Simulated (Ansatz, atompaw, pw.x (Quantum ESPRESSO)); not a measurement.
**What a changed setting does to a pw.x run (sc W)**

Potential: PAW, atompaw 4.2.0.5, PBE; core [Kr] 4d10 4f14 5s2, reference 5p6 5d4.5 6s1.5 6p0; waves: 6s (bound): rc 2.30 bohr; 6s channel at 5 Ry: rc 2.60 bohr; 5p (bound): rc 1.95 bohr; 6p (bound, empty): rc 2.00 bohr; 5d (bound): rc 2.60 bohr; 5d channel at 2.65 Ry: rc 2.60 bohr; local part: bessel scheme, radius 1.90 bohr; core correction: smooth core density matched at 2.05 bohr; augmentation: besselshape compensation charge, radius 1.42 bohr; PAW radius 2.60 bohr; waves and projectors: custom rrkj vanderbiltortho.

The reference run (k-mesh 12³, cutoffs 50/500 Ry, Fermi–Dirac 0.01 Ry, mixing_beta 0.4, conv_thr 1e-9, no spin) gives -0.43 GPa at 18.539 Å³/atom, where all-electron LAPW gives -2.09 GPa. This run, with its own iteration cap, changes nspin = 2 with starting_magnetization to 0.2.

```
&control
  calculation='scf', prefix='x', pseudo_dir='./', outdir='./tmp', tstress=.true., disk_io='none'
/
&system
  ibrav=0, nat=1, ntyp=1, ecutwfc=50, ecutrho=500, nbnd=14,
  occupations='smearing', smearing='fd', degauss=0.01, nspin=2, starting_magnetization(1)=0.2
/
&electrons
  conv_thr=1e-09, mixing_beta=0.4, electron_maxstep=70
/
ATOMIC_SPECIES
W 1.0 W.UPF
CELL_PARAMETERS angstrom
  2.64664343 0.00000000 0.00000000
  0.00000000 2.64664343 0.00000000
  0.00000000 0.00000000 2.64664343
ATOMIC_POSITIONS crystal
W 0.0000 0.0000 0.0000
K_POINTS automatic
12 12 12 0 0 0
```

```bash
pw.x < W.scf.in > W.scf.out
```

Problem. How does the run end?

Solution. It converges in 10 iterations; the free energy moves by +0.4 meV/atom and the pressure by +0.00 GPa. The result is that of the reference run.

```
Message from routine setup:
     using ibrav=0 with symmetry is DISCOURAGED, use correct ibrav instead
     lattice parameter (alat)  =       5.0014  a.u.
     unit-cell volume          =     125.1074 (a.u.)^3
     number of electrons       =        12.00
     number of Kohn-Sham states=           14
     kinetic-energy cutoff     =      50.0000  Ry
     charge density cutoff     =     500.0000  Ry
     scf convergence threshold =      1.0E-09
     Exchange-correlation= SLA PW PBX PBC
     atomic species   magnetization
     number of k points=    84  Fermi-Dirac smearing, width (Ry)=  0.0100
     iteration #  1     ecut=    50.00 Ry     beta= 0.40
     total energy              =    -720.34379139 Ry
     estimated scf accuracy    <       0.16174081 Ry
     total magnetization       =     0.44 Bohr mag/cell
     absolute magnetization    =     0.48 Bohr mag/cell
     iteration #  2     ecut=    50.00 Ry     beta= 0.40
     total energy              =    -720.37208465 Ry
     estimated scf accuracy    <       0.04488329 Ry
     total magnetization       =     0.29 Bohr mag/cell
     absolute magnetization    =     0.31 Bohr mag/cell
     iteration #  3     ecut=    50.00 Ry     beta= 0.40
     total energy              =    -720.38060926 Ry
     estimated scf accuracy    <       0.00376386 Ry
     total magnetization       =     0.10 Bohr mag/cell
     absolute magnetization    =     0.12 Bohr mag/cell
     iteration #  4     ecut=    50.00 Ry     beta= 0.40
     total energy              =    -720.38215774 Ry
     estimated scf accuracy    <       0.00025435 Ry
     total magnetization       =     0.02 Bohr mag/cell
     absolute magnetization    =     0.03 Bohr mag/cell
     iteration #  5     ecut=    50.00 Ry     beta= 0.40
     total energy              =    -720.38223522 Ry
     estimated scf accuracy    <       0.00003845 Ry
     total magnetization       =     0.00 Bohr mag/cell
     absolute magnetization    =     0.01 Bohr mag/cell
     iteration #  6     ecut=    50.00 Ry     beta= 0.40
     total energy              =    -720.38224932 Ry
     estimated scf accuracy    <       0.00000251 Ry
     total magnetization       =    -0.00 Bohr mag/cell
     absolute magnetization    =     0.00 Bohr mag/cell
     iteration #  7     ecut=    50.00 Ry     beta= 0.40
     total energy              =    -720.38225023 Ry
     estimated scf accuracy    <       0.00000044 Ry
     total magnetization       =    -0.00 Bohr mag/cell
     absolute magnetization    =     0.00 Bohr mag/cell
     iteration #  8     ecut=    50.00 Ry     beta= 0.40
     total energy              =    -720.38225046 Ry
     estimated scf accuracy    <       0.00000007 Ry
     total magnetization       =    -0.00 Bohr mag/cell
     absolute magnetization    =     0.00 Bohr mag/cell
     iteration #  9     ecut=    50.00 Ry     beta= 0.40
     total energy              =    -720.38225051 Ry
     estimated scf accuracy    <       0.00000004 Ry
     total magnetization       =     0.00 Bohr mag/cell
     absolute magnetization    =     0.00 Bohr mag/cell
     iteration # 10     ecut=    50.00 Ry     beta= 0.40
     the Fermi energy is    17.1199 ev
!    total energy              =    -720.38225052 Ry
     estimated scf accuracy    <          2.5E-10 Ry
     smearing contrib. (-TS)   =      -0.00273340 Ry
     The total energy is F=E-TS. E is the sum of the following terms:
     one-electron contribution =      -3.88890343 Ry
     hartree contribution      =      13.21724874 Ry
     xc contribution           =     -13.45593713 Ry
     ewald contribution        =     -81.69078371 Ry
     one-center paw contrib.   =    -634.56114160 Ry
     total magnetization       =    -0.00 Bohr mag/cell
     absolute magnetization    =     0.00 Bohr mag/cell
     convergence has been achieved in  10 iterations
          total   stress  (Ry/bohr**3)                   (kbar)     P=       -4.34
     Message from routine punch:
     Nothing written, as per user request (disk_io='none')
```

The run took about 24 s on one core of a shared host (Intel(R) Xeon(R) 6975P-C, 192 threads, 756 GiB, load 115).
